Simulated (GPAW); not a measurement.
# Zn (Im-3m) in GPAW: further runs

One crystal, Zn, is run at these levels: PBEsol+D3(BJ), PBEsol+D3(BJ)+ATM, PBEsol+D4; tasks: relaxation of cell and atoms.

Program: GPAW 26.7.0. These are calculated values, not measurements. Logs are shortened: lines on timing, memory, paths and dates and some standing lists are left out, and cuts for length are marked. The log counts tension as positive stress, the text compression.

**1. The structure**

It takes space group Im-3m (No. 229, cubic). The conventional cell has a = 3.138 Å, b = 3.138 Å, c = 3.138 Å, α = 90.00°, β = 90.00°, γ = 90.00°. Around Zn (site symmetry m-3m) lie 8 Zn at 2.72 Å.

This isn't the form of Zn at room conditions, which is hcp.

**2. Relaxation of cell and atoms, PBEsol+D3(BJ)**

Contents of run.py:

```python
from ase import Atoms
from ase.calculators.mixing import SumCalculator
from ase.filters import FrechetCellFilter
from ase.io import write
from ase.optimize import BFGS
from dftd3.ase import DFTD3
from gpaw import GPAW, PW, setup_paths

setup_paths.insert(0, '.')

atoms = Atoms(['Zn'],
              cell=[[-1.569037, 1.569037, 1.569037],
                    [1.569037, -1.569037, 1.569037],
                    [1.569037, 1.569037, -1.569037]],
              scaled_positions=[[0.0, 0.0, 0.0]],
              pbc=True)

calc = GPAW(mode=PW(600),
            xc='PBEsol',
            kpts={'size': (12, 12, 12), 'gamma': True},
            occupations={'name': 'fermi-dirac', 'width': 0.05},
            nbands=13,
            convergence={'density': 1e-05, 'forces': 0.0001},
            maxiter=150,
            txt='gpaw.txt')
atoms.calc = SumCalculator([calc, DFTD3(method='pbesol', damping='d3bj')])
opt = BFGS(FrechetCellFilter(atoms), trajectory='relax.traj', logfile='-')
done = opt.run(fmax=0.02, steps=60)
calc.write('gs.gpw')
write('result.traj', atoms)
print('Converged:', done)
print('Cell:', atoms.cell.cellpar().round(4))
print('Volume:', round(atoms.get_volume(), 4))
print(atoms.get_scaled_positions().round(5))
```

Potentials or basis: PAW data sets generated in the run's folder for this functional, pw.

Run with:

```
$ gpaw-setup -f PBEsol Zn
$ OMP_NUM_THREADS=1 python run.py
```

gpaw.txt:

```text
__  _  _
 | _ |_)|_||  |
 |__||  | ||/\| - 26.7.0

Input parameters:
  mode=PW(ecut=600.0),
  convergence={'density': 1e-05, 'forces': 0.0001},
  kpts=MonkhorstPack(size=(12, 12, 12), gamma=True),
  maxiter=150,
  nbands=13,
  occupations=Occupations(name='fermi-dirac', width=0.05),
  xc=XC(name='PBEsol')

Diagonalizing LCAO Hamiltonian
Converting LCAO to pw mode

       Zn

Atoms  # Å, Bohr magnetons
|   | symbol |        x |        y |        z |    initial magnetic moments |
|---|--------|----------|----------|----------|-----------------------------|
| 0 |     Zn | 0.000000 | 0.000000 | 0.000000 | ( 0.0000,  0.0000,  0.0000) |

Unit cell  # Å
| periodic |         x |         y |         z |  lengths |     angles |
|----------|-----------|-----------|-----------|----------|------------|
|      yes | -1.569037 |  1.569037 |  1.569037 | 2.717652 | 109.471221 |
|      yes |  1.569037 | -1.569037 |  1.569037 | 2.717652 | 109.471221 |
|      yes |  1.569037 |  1.569037 | -1.569037 | 2.717652 | 109.471221 |

Number of symmetries: 48
Symmetry operations  # r_c * U_cc + t_c -> r_c
|    | kind |            matrix            |
|----|------|------------------------------|
|  0 |  σ   |  1, 1, 1,  0, 0,-1,  0,-1, 0 |
|  1 |  C4  |  1, 1, 1,  0, 0,-1, -1, 0, 0 |
|  2 |  C2  |  1, 1, 1,  0,-1, 0,  0, 0,-1 |
|  3 |  S6  |  1, 1, 1,  0,-1, 0, -1, 0, 0 |
|  4 |  S6  |  1, 1, 1, -1, 0, 0,  0, 0,-1 |
|  5 |  C4  |  1, 1, 1, -1, 0, 0,  0,-1, 0 |
|  6 |  E   |  1, 0, 0,  0, 1, 0,  0, 0, 1 |
|  7 |  σ   |  1, 0, 0,  0, 1, 0, -1,-1,-1 |
|  8 |  σ   |  1, 0, 0,  0, 0, 1,  0, 1, 0 |
|  9 |  C3  |  1, 0, 0,  0, 0, 1, -1,-1,-1 |
| 10 |  C3  |  1, 0, 0, -1,-1,-1,  0, 1, 0 |
[... 177 lines left out ...]
Fermi level: 6.375
Eigenvalues  # (at kpt = [-0.000, -0.000, -0.000])
| band index |      eig [eV] | occ [0-2] |
|------------|---------------|-----------|
|          0 |        -3.930 |     2.000 |
|          1 |        -1.286 |     2.000 |
|          2 |        -1.286 |     2.000 |
|          3 |        -1.286 |     2.000 |
|          4 |        -0.791 |     2.000 |
|          5 |        -0.791 |     2.000 |
|          6 |        25.335 |     0.000 |
|          7 |        25.335 |     0.000 |
|          8 |        25.335 |     0.000 |
|          9 |        26.907 |     0.000 |
|         10 |        26.907 |     0.000 |
|         11 |        26.907 |     0.000 |
|         12 |        28.305 |     0.000 |

No gap
No difference between direct/indirect transitions

Stress tensor  # eV/Ang^3
|        x |        y |        z |
|----------|----------|----------|
| 0.033803 | 0.000000 | 0.000000 |
| 0.000000 | 0.033803 | 0.000000 |
| 0.000000 | 0.000000 | 0.033803 |

Forces  # eV/Ang
|       x |        y |       z |
|---------|----------|---------|
| 0.00000 | -0.00000 | 0.00000 |  # Zn   0

Interpolating wave functions to new cell

       Zn

Atoms  # Å, Bohr magnetons
|   | symbol |        x |         y |        z |    initial magnetic moments |
|---|--------|----------|-----------|----------|-----------------------------|
| 0 |     Zn | 0.000000 | -0.000000 | 0.000000 | ( 0.0000,  0.0000,  0.0000) |

Unit cell  # Å
| periodic |         x |         y |         z |  lengths |     angles |
|----------|-----------|-----------|-----------|----------|------------|
|      yes | -1.549340 |  1.549340 |  1.549340 | 2.683535 | 109.471221 |
|      yes |  1.549340 | -1.549340 |  1.549340 | 2.683535 | 109.471221 |
|      yes |  1.549340 |  1.549340 | -1.549340 | 2.683535 | 109.471221 |

Number of symmetries: 48
Symmetry operations  # r_c * U_cc + t_c -> r_c
|    | kind |            matrix            |
|----|------|------------------------------|
|  0 |  σ   |  1, 1, 1,  0, 0,-1,  0,-1, 0 |
|  1 |  C4  |  1, 1, 1,  0, 0,-1, -1, 0, 0 |
|  2 |  C2  |  1, 1, 1,  0,-1, 0,  0, 0,-1 |
|  3 |  S6  |  1, 1, 1,  0,-1, 0, -1, 0, 0 |
|  4 |  S6  |  1, 1, 1, -1, 0, 0,  0, 0,-1 |
|  5 |  C4  |  1, 1, 1, -1, 0, 0,  0,-1, 0 |
|  6 |  E   |  1, 0, 0,  0, 1, 0,  0, 0, 1 |
|  7 |  σ   |  1, 0, 0,  0, 1, 0, -1,-1,-1 |
|  8 |  σ   |  1, 0, 0,  0, 0, 1,  0, 1, 0 |
|  9 |  C3  |  1, 0, 0,  0, 0, 1, -1,-1,-1 |
| 10 |  C3  |  1, 0, 0, -1,-1,-1,  0, 1, 0 |
| 11 |  σ   |  1, 0, 0, -1,-1,-1,  0, 0, 1 |
| 12 |  σ   |  0, 1, 0,  1, 0, 0,  0, 0, 1 |
| 13 |  C2  |  0, 1, 0,  1, 0, 0, -1,-1,-1 |
| 14 |  C3  |  0, 1, 0,  0, 0, 1,  1, 0, 0 |
| 15 |  S4  |  0, 1, 0,  0, 0, 1, -1,-1,-1 |
| 16 |  S4  |  0, 1, 0, -1,-1,-1,  1, 0, 0 |
[... 171 lines left out ...]
Fermi level: 6.809
Eigenvalues  # (at kpt = [-0.000, -0.000, -0.000])
| band index |      eig [eV] | occ [0-2] |
|------------|---------------|-----------|
|          0 |        -3.830 |     2.000 |
|          1 |        -0.988 |     2.000 |
|          2 |        -0.988 |     2.000 |
|          3 |        -0.988 |     2.000 |
|          4 |        -0.459 |     2.000 |
|          5 |        -0.459 |     2.000 |
|          6 |        26.375 |     0.000 |
|          7 |        26.375 |     0.000 |
|          8 |        26.375 |     0.000 |
|          9 |        27.635 |     0.000 |
|         10 |        27.635 |     0.000 |
|         11 |        27.635 |     0.000 |
|         12 |        29.210 |     0.000 |

No gap
No difference between direct/indirect transitions

Stress tensor  # eV/Ang^3
|         x |        y |         z |
|-----------|----------|-----------|
|  0.020533 | 0.000000 | -0.000000 |
|  0.000000 | 0.020533 |  0.000000 |
| -0.000000 | 0.000000 |  0.020533 |

Forces  # eV/Ang
|       x |       y |       z |
|---------|---------|---------|
| 0.00000 | 0.00000 | 0.00000 |  # Zn   0

Interpolating wave functions to new cell

       Zn

Atoms  # Å, Bohr magnetons
|   | symbol |        x |        y |         z |    initial magnetic moments |
|---|--------|----------|----------|-----------|-----------------------------|
| 0 |     Zn | 0.000000 | 0.000000 | -0.000000 | ( 0.0000,  0.0000,  0.0000) |

Unit cell  # Å
| periodic |         x |         y |         z |  lengths |     angles |
|----------|-----------|-----------|-----------|----------|------------|
|      yes | -1.485381 |  1.485381 |  1.485381 | 2.572755 | 109.471221 |
|      yes |  1.485381 | -1.485381 |  1.485381 | 2.572755 | 109.471221 |
|      yes |  1.485381 |  1.485381 | -1.485381 | 2.572755 | 109.471221 |

Number of symmetries: 48
Symmetry operations  # r_c * U_cc + t_c -> r_c
|    | kind |            matrix            |
|----|------|------------------------------|
|  0 |  σ   |  1, 1, 1,  0, 0,-1,  0,-1, 0 |
|  1 |  C4  |  1, 1, 1,  0, 0,-1, -1, 0, 0 |
|  2 |  C2  |  1, 1, 1,  0,-1, 0,  0, 0,-1 |
|  3 |  S6  |  1, 1, 1,  0,-1, 0, -1, 0, 0 |
|  4 |  S6  |  1, 1, 1, -1, 0, 0,  0, 0,-1 |
|  5 |  C4  |  1, 1, 1, -1, 0, 0,  0,-1, 0 |
|  6 |  E   |  1, 0, 0,  0, 1, 0,  0, 0, 1 |
|  7 |  σ   |  1, 0, 0,  0, 1, 0, -1,-1,-1 |
|  8 |  σ   |  1, 0, 0,  0, 0, 1,  0, 1, 0 |
|  9 |  C3  |  1, 0, 0,  0, 0, 1, -1,-1,-1 |
| 10 |  C3  |  1, 0, 0, -1,-1,-1,  0, 1, 0 |
| 11 |  σ   |  1, 0, 0, -1,-1,-1,  0, 0, 1 |
| 12 |  σ   |  0, 1, 0,  1, 0, 0,  0, 0, 1 |
| 13 |  C2  |  0, 1, 0,  1, 0, 0, -1,-1,-1 |
| 14 |  C3  |  0, 1, 0,  0, 0, 1,  1, 0, 0 |
| 15 |  S4  |  0, 1, 0,  0, 0, 1, -1,-1,-1 |
| 16 |  S4  |  0, 1, 0, -1,-1,-1,  1, 0, 0 |
[... 430 lines left out ...]
No gap
No difference between direct/indirect transitions

Stress tensor  # eV/Ang^3
|         x |         y |         z |
|-----------|-----------|-----------|
| -0.026539 |  0.000000 | -0.000000 |
|  0.000000 | -0.026539 |  0.000000 |
| -0.000000 |  0.000000 | -0.026539 |

Forces  # eV/Ang
|        x |        y |       z |
|----------|----------|---------|
| -0.00000 | -0.00000 | 0.00000 |  # Zn   0

Interpolating wave functions to new cell

       Zn

Atoms  # Å, Bohr magnetons
|   | symbol |        x |        y |        z |    initial magnetic moments |
|---|--------|----------|----------|----------|-----------------------------|
| 0 |     Zn | 0.000000 | 0.000000 | 0.000000 | ( 0.0000,  0.0000,  0.0000) |

Unit cell  # Å
| periodic |         x |         y |         z |  lengths |     angles |
|----------|-----------|-----------|-----------|----------|------------|
|      yes | -1.501458 |  1.501458 |  1.501458 | 2.600602 | 109.471221 |
|      yes |  1.501458 | -1.501458 |  1.501458 | 2.600602 | 109.471221 |
|      yes |  1.501458 |  1.501458 | -1.501458 | 2.600602 | 109.471221 |

Number of symmetries: 48
Symmetry operations  # r_c * U_cc + t_c -> r_c
|    | kind |            matrix            |
|----|------|------------------------------|
|  0 |  σ   |  1, 1, 1,  0, 0,-1,  0,-1, 0 |
|  1 |  C4  |  1, 1, 1,  0, 0,-1, -1, 0, 0 |
|  2 |  C2  |  1, 1, 1,  0,-1, 0,  0, 0,-1 |
|  3 |  S6  |  1, 1, 1,  0,-1, 0, -1, 0, 0 |
|  4 |  S6  |  1, 1, 1, -1, 0, 0,  0, 0,-1 |
|  5 |  C4  |  1, 1, 1, -1, 0, 0,  0,-1, 0 |
|  6 |  E   |  1, 0, 0,  0, 1, 0,  0, 0, 1 |
|  7 |  σ   |  1, 0, 0,  0, 1, 0, -1,-1,-1 |
[... 142 lines left out ...]
convergence criteria:
- Maximum integral of absolute [dens]ity change: 1e-05 electrons / valence electron
- Maximum change in the atomic [forces] across last 2 cycles: 0.0001 eV/Ang OR
Maximum error relative to the maximum force is below inf
- Maximum [total energy] change in last 3 cyles: 0.0005 eV / valence electron
- Maximum integral of absolute [eigenst]ate change: 4e-08 eV^2 / valence electron
maximum number of iterations: 150

SCF iterations
|iter     | |      energy | eigst |  dens |force |
|---------|-|-------------|-------|-------|------|
|iter:   1| |   -1.558034 | -2.52 |       |      |
|iter:   2| |   -1.557981 | -5.39 | -2.81 |      |
|iter:   3| |   -1.557828c| -4.78 | -2.86 |      |
|iter:   4| |   -1.557824c| -6.40 | -3.47 |      |
|iter:   5| |   -1.557824c| -6.33 | -3.73 |      |
|iter:   6| |   -1.557824c| -8.56c| -4.70 |      |
|iter:   7| |   -1.557824c| -8.55c| -4.87 |      |
|iter:   8| |   -1.557824c|-10.71c| -7.14c|      |
|iter:   9| |   -1.557824c|-10.63c| -7.46c|-24.96c|

Converged in 9 steps
Energy contributions relative to reference atoms: (reference = -48822.745610)

Energy contributions:
  Kinetic:          -0.948666
  Coulomb:           3.125876
  Zero:             -0.037349
  External:          0.000000
  Xc:               -3.696089
  Entropy:          -0.003191
  Spinorbit:         0.000000
  ----------------------------
  Free energy:      -1.559419
  Extrapolated:     -1.557824

dipole moment: (-2.899497, -2.899497, -2.899497)  # |e|*Ang

Fermi level: 8.018
Eigenvalues  # (at kpt = [-0.000, -0.000, -0.000])
| band index |      eig [eV] | occ [0-2] |
|------------|---------------|-----------|
|          0 |        -3.553 |     2.000 |
|          1 |        -0.203 |     2.000 |
|          2 |        -0.203 |     2.000 |
|          3 |        -0.203 |     2.000 |
|          4 |         0.419 |     2.000 |
|          5 |         0.419 |     2.000 |
|          6 |        29.127 |     0.000 |
|          7 |        29.127 |     0.000 |
[... 9 lines left out ...]
Stress tensor  # eV/Ang^3
|         x |         y |         z |
|-----------|-----------|-----------|
| -0.030115 |  0.000000 | -0.000000 |
|  0.000000 | -0.030115 | -0.000000 |
| -0.000000 | -0.000000 | -0.030115 |

Forces  # eV/Ang
|       x |       y |       z |
|---------|---------|---------|
| 0.00000 | 0.00000 | 0.00000 |  # Zn   0

# Writing to gs.gpw (mode='')
```

It took 34 s on 1 thread of Arm Neoverse V2, shared host; peak memory 0.19 GiB.

Results:

* Free energy: -1.9634 eV
* Relaxed volume: 13.54 Å³/atom
* Relaxed cell: a = 2.601 Å, b = 2.601 Å, c = 2.601 Å, α = 109.47°, β = 109.47°, γ = 109.47°
* Space group after relaxing (to 0.05 Å): Im-3m (No. 229)
* Energy gained by relaxing: 64.1 meV/atom
* Ionic steps: 5
* Pressure after relaxing: 0.0 GPa
* Band gap on the k mesh: none (metal or under the smearing width)
* Dispersion energy per atom: -0.404 eV

The path:
| step | energy change (eV) | largest force (eV/Å) | pressure (GPa) | volume (Å³) |
| --- | --- | --- | --- | --- |
| 1 | 0.0000 | 0.0000 | -9.17 | 15.45 |
| 2 | -0.0295 | 0.0000 | -7.33 | 14.88 |
| 3 | -0.0593 | 0.0000 | 3.50 | 13.11 |
| 4 | -0.0640 | 0.0000 | -0.54 | 13.61 |
| 5 | -0.0641 | 0.0000 | -0.02 | 13.54 |

Final structure:
```cif
data_structure
_symmetry_space_group_name_H-M 'P 1'
_symmetry_Int_Tables_number 1
_cell_length_a 2.6006
_cell_length_b 2.6006
_cell_length_c 2.6006
_cell_angle_alpha 109.471
_cell_angle_beta 109.471
_cell_angle_gamma 109.471
_cell_volume 13.54
loop_
_atom_site_label
_atom_site_type_symbol
_atom_site_fract_x
_atom_site_fract_y
_atom_site_fract_z
_atom_site_occupancy
Zn1 Zn 0.00000 0.00000 0.00000 1
```

Caveat: later steps reuse the first step's grids; pairwise dispersion overbinds metals, which lowers pressure and volume.

[end of part 1 of 2]
